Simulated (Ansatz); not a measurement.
# TePb (Fm-3m) in Ansatz: further runs

Aim: see how the results for TePb move with the level of theory and the settings. Levels: PBEsol, RPBE+D4. Tasks: band structure, phonons, single point, equation of state.

Everything below comes from runs of Ansatz 0.2.0. Logs are shortened: lines on timing, memory, paths and dates and some standing lists are left out, and cuts for length are marked.

**The experiment to reproduce.**

From a printed reference work, monograph, for a bulk crystal of TePb at 4.2 K: band gap 0.19 eV (direct).

How close the calculation comes is told below.

## 1. The crystal as given

The structure is cubic, space group Fm-3m (No. 225). Conventional cell: a = 6.462 Å, b = 6.462 Å, c = 6.462 Å, α = 90.00°, β = 90.00°, γ = 90.00°. Pb (site symmetry m-3m) is surrounded by 6 Te at 3.23 Å. Te (site symmetry m-3m) is surrounded by 6 Pb at 3.23 Å.

## 2. Band structure, PBEsol

input.yaml reads:

```yaml
crystal:
  lattice:
    - [0.0, 3.231, 3.231]
    - [3.231, 0.0, 3.231]
    - [3.231, 3.231, 0.0]
  atoms:
    - { symbol: Pb, position: [0.0, 0.0, 0.0] }
    - { symbol: Te, position: [0.5, 0.5, 0.5] }
hamiltonian:
  xc: pbesol
  pseudopotentials: { kind: paw }
kpoints:
  mp_grid: { grid: [7, 7, 7] }
  band_path:
    path:
      - [[0.0, 0.0, 0.0], [0.5, 0.0, 0.5], [0.5, 0.25, 0.75], [0.375, 0.375, 0.75], [0.0, 0.0, 0.0], [0.5, 0.5, 0.5], [0.625, 0.25, 0.625], [0.5, 0.25, 0.75], [0.5, 0.5, 0.5], [0.375, 0.375, 0.75]]
      - [[0.625, 0.25, 0.625], [0.5, 0.0, 0.5]]
    npoints: 14
scf:
  occupations: { method: fermi_dirac, width: 0.05 }
  n_extra_bands: 6
output:
  forces: true
  stress: true
  eigenvalues: true
  fatbands: false
  write_density: true
  write_potential: true
  elf: true
  volumetric_format: npy
```

Potentials or basis: Ansatz PAW.

On the command line:

```console
$ ansatz run input.yaml --threads 2 --pin off --max-ram 5120MiB --backend cpu --events-out ev --progress --plain --runs-dir out
```

What it wrote:

```text
Warning: RAYON_NUM_THREADS=2 ignored (pool sized by the plan → 2); use --threads N
scf.n_extra_bands = 6 over 15 filled bands (N_el = 30.0): the run solves 21 bands
Engine: ansatz 0.2.0, aarch64-unknown-linux-gnu
Pseudopotentials: kind: paw
Pseudopotential: Pb, paw, valence charge 14, recommended cutoff 420 eV (normal), Pb.paw.azcp
Pseudopotential: Te, paw, valence charge 16, recommended cutoff 420 eV (normal), Te.paw.azcp
Functional definition: PBEsol
  exchange = pbesol_x
  correlation = pbesol_c
Crystal: 2 atoms, lattice volume = 67.459 Å³
Basis set: ecut = 420 eV, 1363 PW (Γ), exchange–correlation on 64×64×64 points (8 copies of the dense FFT grid, shifted against one another)
Bands: 21, of which v1, the nominal top of the filled ones, is band 15 counted from 1 (14 counted from 0)
Symmetry: 48 space group operations
Space group: Fm-3m (ITA 225), of the structure as read, at distance tolerance 4.1e-5 Å
k-points: 20 of 343
Non-local potential: Pb, projectors of the file, l = 0: 2, l = 1: 2, l = 2: 2, l = 3: 2
Non-local potential: Te, projectors of the file, l = 0: 2, l = 1: 2, l = 2: 2, l = 3: 2
PAW form: soft (Blöchl's): semilocal exchange-correlation on the pseudo side does not see the compensation charge
PAW frozen core: Pb, regenerated for the run's functional, and the local potential with it (the file was generated under x = pbe(κ = 0.804, μ = 0.2195149727645171), c = pbe(β = 0.06672455060314922))
PAW frozen core: Te, regenerated for the run's functional, and the local potential with it (the file was generated under x = pbe(κ = 0.804, μ = 0.2195149727645171), c = pbe(β = 0.06672455060314922))
PAW one-centre angular grid: Pb, 590 points (default); XC on 64 Gauss nodes
PAW one-centre angular grid: Te, 590 points (default); XC on 64 Gauss nodes
Initial density: superposition of atomic densities (neutral atoms: chi_scale 0, normalization atom), corrected by the library's trained network
Initial wavefunctions: pseudopotential atomic-orbital guess
Functional: x = pbesol(κ = 0.804, μ = 0.12345679012345678), c = pbesol(β = 0.046)
SCF iter   1: F=—  HF=-18657.194416 eV  |F-HF|=—  |Δ(HF+E_count)|=         —  Δρ=2.16e-3  dr2=5.52e-3  ethr=1.77e-3  ⟨swp⟩=7.2  Hψ=2254  notcnv=0
preconditioner: auto → none  [insulator: Δε(μ)=0.940 eV  Ē_g=16.196 eV  σ=0.050 eV  W_gap=1.00  n_scr=14 (ndim 8)  ℏωp=20.2 eV  f_vac=0.014  D(μ)=0.00/eV (n_scr^D=0)  ε∞_Penn≈2.6]
SCF iter   2: F=—  HF=-18657.190760 eV  |F-HF|=—  |Δ(HF+E_count)|=   3.66e-3  Δρ=9.27e-4  dr2=6.74e-4  ethr=1.84e-5  ⟨swp⟩=2.2  Hψ=872  notcnv=0  defer=26
SCF iter   3: F=—  HF=-18657.190608 eV  |F-HF|=—  |Δ(HF+E_count)|=   1.52e-4  Δρ=3.26e-4  dr2=5.91e-5  ethr=2.25e-6  ⟨swp⟩=2.0  Hψ=589  notcnv=0  defer=26
SCF iter   4: F=—  HF=-18657.190627 eV  |F-HF|=—  |Δ(HF+E_count)|=   1.89e-5  Δρ=1.53e-4  dr2=1.35e-5  ethr=1.97e-7  ⟨swp⟩=1.1  Hψ=394  notcnv=0  defer=26
SCF iter   5: F=—  HF=-18657.190632 eV  |F-HF|=—  |Δ(HF+E_count)|=   4.50e-6  Δρ=2.99e-5  dr2=5.18e-7  ethr=4.49e-8  ⟨swp⟩=2.0  Hψ=459  notcnv=0  defer=26
SCF iter   6: F=-18657.190632 eV  HF=-18657.190632 eV  |F-HF|=1.09e-9  |Δ(HF+E_count)|=   1.44e-7  Δρ=2.84e-6  dr2=4.15e-9  ethr=3.33e-10  ⟨swp⟩=13.0  Hψ=3266  notcnv=0
SCF 1 converged in 6 iterations: F = -18657.190632 eV  dr2 = 4.15e-9
NSCF: frozen V_eff on 142 k-points
SCF converged after 6 iterations
Free energy (F): -18657.190632 eV
Harris-Foulkes:  -18657.190632 eV  (|F-HF|=1.09e-9)
Internal energy: -18657.190627 eV  (E = F + TS)
E sigma→0 (E₀):  -18657.190630 eV
Entropy (-TS):   -0.000004 eV (-0.002 meV/atom)
Fermi energy:    8.907900 eV
--- Per-component energies (eV) ---
  E_band       = -320.226902
  E_kinetic    = 468.591704
  E_local      = -2389.087506  (includes V_loc(G=0)·N_el)
  E_nonlocal   = 44.279665
  E_hartree    = 1253.286525
  E_xc         = -342.737202
  E_vxc        = -237.246595  (∫ρ·V_xc dr)
  E_paw        = -14839.041432  (= ΣΔE_a)
  E_vpaw       = -713.338177  (= ΣTr[D̂ρ^β])
  E_aug_tail   = -0.000149  (compensation charges beyond the density's cutoff)
  E_ewald      = -2852.919164
  E_core_change = 0.436932  (= ΣΔE_core)
  E_smearing   = -0.000004  (= −TS)
  E_closure    = -0.000000  (closes the sum)
  Σ components = -18657.190632   (vs F -18657.190632, Δ=0.00e0)
--- Forces (eV/Å), atoms counted from 1 ---
  atom   1  Pb    -0.00000000     0.00000000     0.00000000
  atom   2  Te     0.00000000    -0.00000000    -0.00000000
  max |Σ_I F_I| component: 3.77e-29 eV/Å
--- Stress (GPa, compression-positive) ---
       -0.413311      -0.000000       0.000000
       -0.000000      -0.413311      -0.000000
       -0.000000      -0.000000      -0.413311
  P = ⅓ Tr σ = -0.4133 GPa (-4.133 kbar)
--- Band table (eV; the first three rows and the last of 20) ---
  k-point 0: bands = ["-27.5766", "-27.5766", "-27.5708", "-27.5708", "-27.5708", "-8.1089", "-8.1089", "-8.0983", "-8.0983", "-8.0983", "-3.5051", "2.9206", "7.1959", "7.1959", "7.1959", "12.5912", "12.5912", "12.5912", "14.3134", "14.3134", "14.3134"]
  k-point 1: bands = ["-27.5766", "-27.5766", "-27.5707", "-27.5707", "-27.5707", "-8.1115", "-8.1115", "-8.0978", "-8.0954", "-8.0954", "-3.3307", "2.3678", "7.2479", "7.2479", "7.4957", "11.6245", "11.8535", "11.8535", "14.1118", "14.6961", "14.6961"]
  k-point 2: bands = ["-27.5765", "-27.5765", "-27.5706", "-27.5705", "-27.5705", "-8.1184", "-8.1184", "-8.0969", "-8.0880", "-8.0880", "-2.8382", "1.2034", "7.4088", "7.4088", "7.9952", "10.3049", "10.6933", "10.6933", "14.6516", "15.7326", "15.7326"]
  k-point 19: bands = ["-27.5767", "-27.5763", "-27.5705", "-27.5703", "-27.5699", "-8.1531", "-8.1116", "-8.0939", "-8.0867", "-8.0735", "-1.7029", "0.4958", "4.6175", "5.2505", "7.8611", "10.4493", "13.2083", "14.0115", "14.6258", "15.8194", "18.8688"]
```

Run time: 2.7 s. Hardware: 2 threads of Arm Neoverse V2, shared host; peak memory 0.37 GiB.

Results:

```
Free energy             : -18657.1906 eV
Pressure                : -0.4 GPa
Band gap along the path : 0.67 eV, direct
```

Levels at the corners of the path, in eV from the Fermi level:
```csv
point,band 13,band 14,band 15,band 16,band 17,band 18
Γ,-1.71,-1.71,-1.71,3.68,3.68,3.68
X,-4.90,-3.18,-3.18,2.84,5.08,5.08
W,-4.18,-4.18,-0.72,1.27,4.80,4.80
K,-4.51,-2.68,-2.47,3.17,3.40,4.70
Γ,-1.71,-1.71,-1.71,3.68,3.68,3.68
L,-1.25,-1.25,-0.37,0.29,0.88,0.88
U,-4.51,-2.68,-2.47,3.17,3.40,4.70
W,-4.18,-4.18,-0.72,1.27,4.80,4.80
L,-1.25,-1.25,-0.37,0.29,0.88,0.88
K,-4.51,-2.68,-2.47,3.17,3.40,4.70
U,-4.51,-2.68,-2.47,3.17,3.40,4.70
X,-4.90,-3.18,-3.18,2.84,5.08,5.08
```

Caveat: this odd mesh misses L, where the gap lies, so gap, dielectric constants and Born charges aren't listed; spin-orbit coupling is left out, which moves the levels of the heavy elements; the PAW data sets come from PBE, with cores solved anew for the run's functional, which leaves a small shift of forces and pressure.

## 3. Phonons, PBEsol

input.yaml reads:

```yaml
crystal:
  lattice:
    - [0.0, 3.231, 3.231]
    - [3.231, 0.0, 3.231]
    - [3.231, 3.231, 0.0]
  atoms:
    - { symbol: Pb, position: [0.0, 0.0, 0.0] }
    - { symbol: Te, position: [0.5, 0.5, 0.5] }
hamiltonian:
  xc: pbesol
  pseudopotentials: { kind: paw }
kpoints:
  mp_grid: { grid: [6, 6, 6] }
scf:
  occupations: { method: fixed }
phonons:
  method: dfpt
  dielectric: true
  rigid_motions: translations
  qmesh: [2, 2, 2]
  temperatures: { t_max: 1000, t_step: 100 }
  qpath:
    path:
      - [[0.0, 0.0, 0.0], [0.5, 0.0, 0.5], [0.5, 0.25, 0.75], [0.375, 0.375, 0.75], [0.0, 0.0, 0.0], [0.5, 0.5, 0.5], [0.625, 0.25, 0.625], [0.5, 0.25, 0.75], [0.5, 0.5, 0.5], [0.375, 0.375, 0.75]]
      - [[0.625, 0.25, 0.625], [0.5, 0.0, 0.5]]
    npoints: 8
```

Potentials or basis: Ansatz PAW.

On the command line:

```console
$ ansatz run input.yaml --threads 2 --pin off --max-ram 5120MiB --backend cpu --events-out ev --progress --plain --runs-dir out
```

What it wrote:

```text
Warning: RAYON_NUM_THREADS=2 ignored (pool sized by the plan → 2); use --threads N
[... 7 set-up lines as earlier in the session ...]
Crystal: 2 atoms, lattice volume = 67.459 Å³
Basis set: ecut = 420 eV, 1363 PW (Γ), exchange–correlation on 64×64×64 points (8 copies of the dense FFT grid, shifted against one another)
Bands: 19, of which v1, the nominal top of the filled ones, is band 15 counted from 1 (14 counted from 0)
[... 1 set-up line as earlier in the session ...]
k-points: 30 of 216 (irreducible under 8 space group operations, time reversal used)
[... 9 set-up lines as earlier in the session ...]
[... 85 lines left out ...]
        -0.00000   -0.00000   -5.86381
  Z* charge neutrality: 1.053e-2 e pre-enforcement
  solved inside a basis spanned on kpoints, on 10×10×10 k-points, its susceptibility summed on 14×14×14: ε∞ is read to err by 1.6e-1, Z* by 6.5e-2 e (field_mesh: kpoints solves on kpoints); Z* is corrected for what the basis lacks
  optical modes at Γ without the LO–TO term, one row a degenerate level:
      ω (cm⁻¹)  modes    IR ((D/Å)²/amu)
         28.78      3            30.1361
  optical modes at Γ + LO–TO along q̂ = [1.0000, 0.0000, 0.0000]:
      ω (cm⁻¹)  modes    IR ((D/Å)²/amu)
         28.78      2            20.0908
        107.07      1            10.0454
  optical modes at Γ + LO–TO along q̂ = [0.0000, 1.0000, 0.0000]:
      ω (cm⁻¹)  modes    IR ((D/Å)²/amu)
         28.78      2            20.0908
        107.07      1            10.0454
  optical modes at Γ + LO–TO along q̂ = [0.0000, 0.0000, 1.0000]:
      ω (cm⁻¹)  modes    IR ((D/Å)²/amu)
         28.78      2            20.0908
        107.07      1            10.0454
--- Phonons (arbitrary-q DFPT): 3 irreducible q on the 2×2×2 mesh ---
  q = [0.0000, 0.0000, 0.0000] (star 1, of the zone-centre solve; hermiticity 9.90e-5, symmetrization 7.88e-12): -0.00 -0.00 0.00 28.78 28.78 28.78
  q = [0.0000, 0.0000, -0.5000] (star 4, 2 solved perturbations on 68 of 216 k-point pairs; hermiticity 4.12e-9, symmetrization 2.06e-9): 56.09 56.09 89.59 95.44 95.44 104.44
  q = [0.0000, -0.5000, -0.5000] (star 3, 4 solved perturbations in 152 linear systems a pass and spin channel, the states on 46 of 216 k-point pairs; hermiticity 5.04e-5, symmetrization 3.62e-8): 22.96 22.96 29.49 68.19 68.19 74.99
  sum rule: each row above includes the acoustic sum rule's correction from the zone centre's row sums; it moved no ω² by more than (1.47 cm⁻¹)²
  mesh force constants: q→R imaginary residual 1.90e-17; ASR residual 1.021e-3 → 0.000e0 eV/Å²; symmetrization residual 1.332e-15 eV/Å²
  interpolated dispersion: 83 rows × 6 modes
  density of states and harmonic sums: on the 18×18×18 q-mesh, interpolated from the force constants of a 2×2×2 supercell (with the dipole–dipole term)
  largest difference from the sums on the solved wave vectors: F 3.25e-2 eV, S 6.48e-5 and C_V 3.23e-5 eV/K
  zero-point energy: 0.024943 eV/cell   skipped modes (ω ≤ 0): 3   left out of the sums: 8.57e-5 of the cell's modes: C_V's classical limit lies that fraction below 3 k_B per atom; for a crystal, a wire or a layer, F and S can be off by more, and a phonons.interpolated_qmesh denser along its periods is the remedy for the sampling
```

optical_modes.tsv:

```text
# format = ansatz-optical-modes/1
[... 9 lines left out ...]
0e0	1e0	0e0	2.8777401172036313e1	2	2.0090758538643307e1	4.3541576071399335e-1	1.2022412278738914e-18	4.6050552054704984e-18	3.319549038899248e-36	2.4594963702259753e-30	4.3541576071399335e-1
0e0	1e0	0e0	1.0706972494475593e2	1	1.0045379269321643e1	1.058529668016342e-37	2.1468593354890903e-19	-5.500632880332989e-37	4.354157607139929e-1	-1.1156120992216543e-18	2.8583952815324655e-36
0e0	0e0	1e0	2.8777401172036303e1	2	2.0090758538643296e1	4.3541576071399335e-1	1.4169271614228004e-18	4.42825379164062e-18	4.354157607139929e-1	4.8599196227773425e-17	5.469465096356748e-33
0e0	0e0	1e0	1.0706972494475595e2	1	1.0045379269321653e1	7.179055687140451e-38	3.8699905816994836e-35	1.7680141382987806e-19	2.0861834418237046e-32	9.530777252200395e-17	4.3541576071399335e-1
```

phbands.tsv:

```text
# q_distance	omega_0_inv_cm	omega_1_inv_cm	omega_2_inv_cm	omega_3_inv_cm	omega_4_inv_cm	omega_5_inv_cm	omega_0_thz	omega_1_thz	omega_2_thz	omega_3_thz	omega_4_thz	omega_5_thz
# format = ansatz-phbands/1
[... 84 lines left out ...]
6.155625	24.306292	26.553532	30.686891	69.137008	69.205534	75.751888	0.728684	0.796055	0.919970	2.072675	2.074730	2.270984
6.198596	23.309107	23.916202	29.792836	68.429357	68.447228	75.185718	0.698789	0.716990	0.893167	2.051461	2.051996	2.254011
6.241567	22.959797	22.959797	29.485314	68.188988	68.188988	74.992975	0.688317	0.688317	0.883947	2.044254	2.044254	2.248233
```

It took 67 s on 2 threads of Arm Neoverse V2, shared host; peak memory 0.73 GiB.

What came out:

```yaml
Free_energy: -18657.1901 eV
Band_gap_on_the_k_mesh: 0.66 eV, direct
Highest_phonon_frequency_LO-TO_splitting_left_out: 104 cm⁻¹
```

Levels at points of the mesh, in eV from the valence-band top:
```tsv
k point	band 11	band 12	band 13	band 14	band 15	band 16	band 17	band 18	band 19
(0.00, 0.00, 0.00)	-12.04	-5.61	-1.34	-1.34	-1.34	4.06	4.06	4.06	5.78
(0.00, 0.00, -0.50)	-10.61	-8.59	-0.88	-0.88	0.00	0.66	1.25	1.25	8.27
(0.00, -0.50, -0.50)	-10.35	-7.30	-4.52	-2.80	-2.80	3.22	5.46	5.46	6.67
(-0.50, 0.00, -0.50)	-10.35	-7.30	-4.52	-2.80	-2.80	3.22	5.46	5.46	6.67
```

Phonon frequencies in cm⁻¹ (negative: imaginary):
| q point | frequencies |
| --- | --- |
| (0.000, 0.000, 0.000) | 0 0 0 29 29 29 |
| (0.000, 0.000, -0.500) | 56 56 90 95 95 104 |
| (0.000, -0.500, -0.500) | 23 23 29 68 68 75 |

Caveat: spin-orbit coupling is left out, which as a rule narrows the gap of such compounds by several tenths of an eV; the q mesh is small, so phonon branches between its points and thermal values are rough; the PAW data sets come from PBE, with cores solved anew for the run's functional, which leaves a small shift of forces and pressure.

(Part 1 of 2 ends here.)
